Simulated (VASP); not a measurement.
# GaN (F-43m) in VASP: a series of runs

One crystal, GaN, is run at these levels: PBE; tasks: single point, relaxation of cell and atoms.

Everything below comes from runs of VASP 6.6.1. Logs are shortened: lines on timing, memory, paths and dates and some standing lists are left out, and cuts for length are marked.

**Measured values to compare with.**

A printed reference work, textbook reports, for a bulk crystal of GaN at 0 K: band gap 3.299 eV (direct).

The runs below are set against these values where they give the same quantity.

**1. Starting point**

The structure is cubic, space group F-43m (No. 216). The conventional cell has a = 4.548 Å, b = 4.548 Å, c = 4.548 Å, α = 90.00°, β = 90.00°, γ = 90.00°. Around Ga (site symmetry -43m) lie 4 N at 1.97 Å. N (site symmetry -43m) has 4 Ga at 1.97 Å as nearest neighbours.

The cell is a database's computed one.

**2. Single point, PBE**

INCAR reads:

```
SYSTEM = GaN
PREC = Accurate
ENCUT = 520
EDIFF = 1E-6
ISMEAR = -1
SIGMA = 0.02
LREAL = .FALSE.
LASPH = .TRUE.
NELM = 80
ALGO = Normal
ISIF = 2
LWAVE = .FALSE.
LCHARG = .FALSE.
GGA = PE
NBANDS = 16
```

KPOINTS reads:

```
Automatic mesh
0
G
  8 8 8
  0 0 0
```

POSCAR reads:

```
GaN
1.0
    0.0000000000      2.2742071969      2.2742071969
    2.2742071969      0.0000000000      2.2742071969
    2.2742071969      2.2742071969      0.0000000000
Ga N
1 1
Direct
    0.0000000000      0.0000000000      0.0000000000
    0.7500000000      0.7500000000      0.7500000000
```

Potentials or basis: VASP PAW PBE potentials, release 64 (Ga_d, N).

Command:

```sh
$ cat potpaw_PBE.64/Ga_d/POTCAR potpaw_PBE.64/N/POTCAR > POTCAR
$ mpirun -np 1 vasp_std > vasp.out
```

OUTCAR:

```text
SYSTEM = GaN
   PREC = Accurate
   ENCUT = 520
   EDIFF = 1E-6
   ISMEAR = -1
   LREAL = .FALSE.
   LASPH = .TRUE.
   NELM = 80
   ISIF = 2
   GGA = PE

 ion  position               nearest neighbor table
   1  0.000  0.000  0.000-   2 1.97   2 1.97   2 1.97   2 1.97
   2  0.750  0.750  0.750-   1 1.97   1 1.97   1 1.97   1 1.97

  LATTYP: Found a face centered cubic cell.
 ALAT       =     4.5484143938

  Lattice vectors:

 A1 = (   0.0000000000,   2.2742071969,   2.2742071969)
 A2 = (   2.2742071969,   0.0000000000,   2.2742071969)
 A3 = (   2.2742071969,   2.2742071969,   0.0000000000)

Analysis of symmetry for initial positions (statically):
=====================================================================
 Subroutine PRICEL returns:
 Original cell was already a primitive cell.

 Routine SETGRP: Setting up the symmetry group for a
 face centered cubic supercell.

 Subroutine GETGRP returns: Found 24 space group operations
 (whereof 24 operations were pure point group operations)
 out of a pool of 48 trial point group operations.

The static configuration has the point symmetry T_d .

Analysis of symmetry for dynamics (positions and initial velocities):
=====================================================================
 Subroutine PRICEL returns:
 Original cell was already a primitive cell.

 Routine SETGRP: Setting up the symmetry group for a
 face centered cubic supercell.

 Subroutine GETGRP returns: Found 24 space group operations
 (whereof 24 operations were pure point group operations)
 out of a pool of 48 trial point group operations.

The dynamic configuration has the point symmetry T_d .

 Subroutine INISYM returns: Found 24 space group operations
 (whereof 24 operations are pure point group operations),
 and found     1 'primitive' translations

----------------------------------------------------------------------------------------

                                     Primitive cell

  volume of cell :      23.5245

  direct lattice vectors                    reciprocal lattice vectors
     0.000000000  2.274207197  2.274207197    -0.219856837  0.219856837  0.219856837
     2.274207197  0.000000000  2.274207197     0.219856837 -0.219856837  0.219856837
     2.274207197  2.274207197  0.000000000     0.219856837  0.219856837 -0.219856837

  length of vectors
     3.216214662  3.216214662  3.216214662     0.380803211  0.380803211  0.380803211

[... 79 lines left out ...]
   NELM   =     80;   NELMIN=  2; NELMDL= -5     # of ELM steps
   EDIFF  = 0.1E-05   stopping-criterion for ELM
   LREAL  =      F    real-space projection
   EDIFFG = 0.1E-04   stopping-criterion for IOM
   NSW    =      0    number of steps for IOM
   IBRION =     -1    ionic relax: 0-MD 1-quasi-New 2-CG
   NFREE  =      0    steps in history (QN), initial steepest desc. (CG)
   ISIF   =      2    stress and relaxation
   ISYM   =      2    0-nonsym 1-usesym 2-fastsym
   POTIM  = 0.5000    time-step for ionic-motion
   TEBEG  =    0.0;   TEEND  =   0.0 temperature during run
   PSTRESS=    0.0 pullay stress
   NELECT =      18.0000    total number of electrons
   NUPDOWN=      -1.0000    fix difference up-down
   EMIN   =  10.00;   EMAX   =-10.00  energy-range for DOS
   EFERMI =   0.00;   METHOD = LEGACY
   ISMEAR =    -1;   SIGMA  =   0.02  broadening in eV -4-tet -1-fermi 0-gaus
   EFERMI_NEDOS =   21; number of points for ismear=-14 and -15
   IALGO  =     38    algorithm
   IMIX   =      4    mixing-type and parameters
     AMIX     =   0.40;   BMIX     =  1.00
     AMIX_MAG =   1.60;   BMIX_MAG =  1.00
  volume/ion in A,a.u.               =      11.76        79.38
  Fermi-wavevector in a.u.,A,eV,Ry     =   1.497358  2.829596 30.505362  2.242081
  Thomas-Fermi vector in A             =   2.609256
   LORBIT       =      0    0 simple, 1 ext, 2 COOP (PROOUT), +10 PAW based schemes
   GGA     = PE    functional components
   LHFCALC =     F    Hartree Fock is set to
   AEXX    =    0.0000 exact exchange contribution
   IVDW    =     0    specifies the selected vdW correction
   LEPSILON=     F    determine dielectric tensor
   LRPA    =     F    only Hartree local field effects (RPA)
 non-spin polarized calculation
  energy-cutoff  :      520.00
  volume of cell :       23.52
 maximum number of plane-waves:       648
   NGX = 11   NGY = 11   NGZ = 11

 number of electron      17.9999986 magnetization

 Free energy of the ion-electron system (eV)
  ---------------------------------------------------
  ext. energy  EPLUGINS =         0.00000000
  ---------------------------------------------------
  free energy    TOTEN  =       -12.15307971 eV

  energy without entropy =      -12.15307971  energy(sigma->0) =      -12.15307971

 E-fermi :   5.3626     XC(G=0): -11.5208

 val. band max:        4.9879827440   @ k =   0.0000   0.0000   0.0000
 cond. band min:       6.5350516293   @ k =   0.0000   0.0000   0.0000
 fundamental gap:      1.5470688853
 Fermi energy:         5.3625890026

 k-point     1 :       0.0000    0.0000    0.0000
  band No.  band energies     occupation
      1     -10.7152      2.00000
      2      -8.4352      2.00000
      3      -8.4352      2.00000
      4      -8.4352      2.00000
      5      -8.1424      2.00000
      6      -8.1424      2.00000
[... 433 lines left out ...]
      3      -8.2818      2.00000
      4      -8.1594      2.00000
      5      -8.1115      2.00000
      6      -6.5918      2.00000
[... 8 lines left out ...]
     15      23.5261      0.00000
     16      25.7211      0.00000

 [... further k-points ...]

------------------------ aborting loop because EDIFF is reached ----------------------------------------

  FORCE on cell =-STRESS in cart. coord.  units (eV):
  Direction    XX          YY          ZZ          XY          YZ          ZX
  --------------------------------------------------------------------------------------
  -------------------------------------------------------------------------------------
  Total        0.0153383      0.0153383      0.0153383      0.0000000      0.0000000      0.0000000
  in kB        1.0446442      1.0446442      1.0446442      0.0000000      0.0000000      0.0000000
  external PRESSURE =       1.0446442 kB  Pullay stress =       0.0000000 kB

 VOLUME and BASIS-vectors are now :
 -----------------------------------------------------------------------------
  energy-cutoff  :      520.00
  volume of cell :       23.52
      direct lattice vectors                 reciprocal lattice vectors
     0.000000000  2.274207197  2.274207197    -0.219856837  0.219856837  0.219856837
     2.274207197  0.000000000  2.274207197     0.219856837 -0.219856837  0.219856837
     2.274207197  2.274207197  0.000000000     0.219856837  0.219856837 -0.219856837

 POSITION                                       TOTAL-FORCE (eV/Angst)
 -----------------------------------------------------------------------------------
      0.00000      0.00000      0.00000         0.000000      0.000000      0.000000
      3.41131      3.41131      3.41131        -0.000000     -0.000000     -0.000000
 -----------------------------------------------------------------------------------
    total drift:                               -0.000002     -0.000002     -0.000001

  FREE ENERGIE OF THE ION-ELECTRON SYSTEM (eV)
  ---------------------------------------------------
  free  energy   TOTEN  =       -12.1530797143 eV

  energy  without entropy=      -12.1530797142  energy(sigma->0) =      -12.15307971
```

OSZICAR:

```text
N       E                     dE             d eps       ncg     rms          rms(c)
DAV:   1     0.843586849525E+02    0.84359E+02   -0.93485E+03  1016   0.200E+03
DAV:   2    -0.797867444617E+01   -0.92337E+02   -0.86079E+02  1080   0.329E+02
DAV:   3    -0.140430370735E+02   -0.60644E+01   -0.60415E+01  1112   0.717E+01
DAV:   4    -0.141102719054E+02   -0.67235E-01   -0.67229E-01  1152   0.821E+00
DAV:   5    -0.141112440650E+02   -0.97216E-03   -0.97216E-03  1120   0.879E-01    0.762E+00
DAV:   6    -0.121554970755E+02    0.19557E+01   -0.49621E+00  1392   0.389E+01    0.269E+00
DAV:   7    -0.121608804787E+02   -0.53834E-02   -0.30554E-01   984   0.666E+00    0.176E+00
DAV:   8    -0.121572860459E+02    0.35944E-02   -0.63550E-02  1104   0.321E+00    0.838E-01
DAV:   9    -0.121527604242E+02    0.45256E-02   -0.14078E-02  1360   0.259E+00    0.222E-01
DAV:  10    -0.121531738358E+02   -0.41341E-03   -0.14510E-03  1048   0.494E-01    0.116E-01
DAV:  11    -0.121530746372E+02    0.99199E-04   -0.27593E-04  1352   0.265E-01    0.776E-03
DAV:  12    -0.121530799154E+02   -0.52782E-05   -0.30805E-05  1024   0.515E-02    0.807E-03
DAV:  13    -0.121530797143E+02    0.20111E-06   -0.59183E-07   856   0.131E-02
   1 F= -.12153080E+02 E0= -.12153080E+02  d E =-.340400E-10
```

stdout:

```text
POSCAR found type information on POSCAR GaN
 POSCAR found :  2 types and       2 ions
 scaLAPACK will be used
 LDA part: xc-table for (Slater+PW92), standard interpolation
 POSCAR, INCAR and KPOINTS ok, starting setup
 FFT: planning ... GRIDC
 FFT: planning ... GRID_SOFT
 FFT: planning ... GRID
 WAVECAR not read
 entering main loop
```

Run time: 7 s. Hardware: 1 thread of Intel Xeon Platinum 8559C (Emerald Rapids), shared host; peak memory 0.14 GiB.

Results:

```yaml
Free_energy: -12.1531 eV
Pressure: 0.1 GPa
Band_gap_on_the_k_mesh: 1.55 eV, direct
```

(Part 1 of 2 ends here.)
